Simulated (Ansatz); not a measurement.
# Equation of state of boron, simple cubic

Method: DFT, revPBE, plane waves (420 eV) with PAW, scalar-relativistic in Ansatz 0.2.0. The PAW files were generated under PBE, with cores re-solved for the functional.

The cell is scaled uniformly from the relaxed one, with fractional coordinates and shape fixed. Energies are extrapolated to zero smearing, pressures are those at the given smearing. Magnetic state: spin not included.

| V (Å³/atom) | E − E₀ (meV/atom) | P (GPa) |
| --- | --- | --- |
| 5.959 | 88.2 | 37.72 |
| 6.230 | 37.4 | 23.00 |
| 6.501 | 9.3 | 10.79 |
| 6.771 | 0.0 | 0.65 |
| 7.042 | 6.4 | -7.77 |
| 7.313 | 25.7 | -14.74 |
| 7.584 | 55.8 | -20.53 |

**Question.** Fit a third-order Birch-Murnaghan equation.

**Answer.** V₀ = 6.79 Å³/atom, B₀ = 228 GPa, B₀′ = 3.7.
